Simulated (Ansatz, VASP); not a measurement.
MgO in VASP and in Ansatz

INCAR

```
SYSTEM = MgO
ALGO = Normal ; EDIFF = 1E-6
ENCUT = 520 ; ISIF = 2
ISMEAR = -5 ; LASPH = .TRUE.
LCHARG = .FALSE. ; LREAL = .FALSE.
LWAVE = .FALSE. ; NBANDS = 16
NELM = 60 ; PREC = Accurate
SIGMA = 0.05
```

The input KPOINTS:

```
k-points
0
G
  9 9 6
  0 0 0
```

POSCAR

```
MgO
1.0
    3.3077869865      0.0000000000      0.0000000000
   -1.6538934933      2.8646275606      0.0000000000
    0.0000000000      0.0000000000      4.9828816700
Mg O
2 2
Direct
    0.3333333333      0.6666666667      0.0021597400
    0.6666666667      0.3333333333      0.5021597400
    0.3333333333      0.6666666667      0.4024402600
    0.6666666667      0.3333333333      0.9024402600
```

Input for Ansatz:

```yaml
crystal:
  lattice:
    - [3.3077869865, 0.0, 0.0]
    - [-1.6538934933, 2.8646275606, 0.0]
    - [0.0, 0.0, 4.98288167]
  atoms:
    - { symbol: Mg, position: [0.3333333333, 0.6666666667, 0.00215974] }
    - { symbol: Mg, position: [0.6666666667, 0.3333333333, 0.50215974] }
    - { symbol: O, position: [0.3333333333, 0.6666666667, 0.40244026] }
    - { symbol: O, position: [0.6666666667, 0.3333333333, 0.90244026] }
basis:
  ecutwfc: 420
kpoints:
  mp_grid: { grid: [9, 9, 6] }
hamiltonian:
  xc: lda
scf:
  occupations: { method: tetrahedron }
  convergence: { dr2_threshold: 1.0e-06 }
output:
  forces: true
  eigenvalues: true
  stress: true
```

Measurements of this composition are mostly on another form, of space group No. 225.

Alike in both runs: task single point; functional LDA; k mesh 9 × 9 × 6; occupations tetrahedron; no spin polarisation.

```csv
,VASP,Ansatz
version,VASP 6.6.1,Ansatz 0.2.0
potentials or method,"VASP PAW LDA potentials, release 64 (Mg, O)","scalar-relativistic, plane waves, PAW"
plane-wave cutoff (eV),520,420
valence electrons in the cell,16,32
```

VASP gave:

| Item | Value |
| --- | --- |
| gap on the k mesh at the Fermi level (eV) | 3.36 |
| pressure (GPa) | -5.4 |
| largest component of the traceless stress (GPa) | 0.47 |
| rms of the force components (eV/Å) | 0.028 |

Task: Estimate Ansatz's values.

Result: gap on the k mesh at the Fermi level (eV): 3.36; pressure (GPa): -4.3; largest component of the traceless stress (GPa): 0.33; rms of the force components (eV/Å): 0.023.

Atom by atom the forces differ by 0.005 eV/Å (rms over components). The two sets of potentials don't hold the same shells in valence. Ansatz warned: «band_table_not_solved_further».

Caveats: an odd mesh through Γ misses points on the zone boundary, where band edges often lie.
